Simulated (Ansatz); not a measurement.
Method: Ansatz, DFT PBE, scalar-relativistic, plane waves, PAW. All cells share a 420 eV cutoff and Γ-centred k meshes spaced at most 0.3 Å⁻¹ (0.19 for metals, 2π included).

All energies are static (0 K, no zero-point motion). Larger cells and other orderings weren't all tried, so the list isn't exhaustive. For metals, differences of a few meV/atom aren't resolved. No dispersion correction is applied, so the spacing between layers, chains or molecules is poorly fixed, and with it the volume and density (Ge2Se3 R-3m). No run is spin-polarised.

3 distinct structures were compared, and only named types are asked about.

(1) Which is lower for Ge₂Se₃, the corundum or the tetradymite structure, and by how much?

Results:

(1) The tetradymite structure, by 106 meV/atom. It takes 24.0 Å³/atom against 24.0.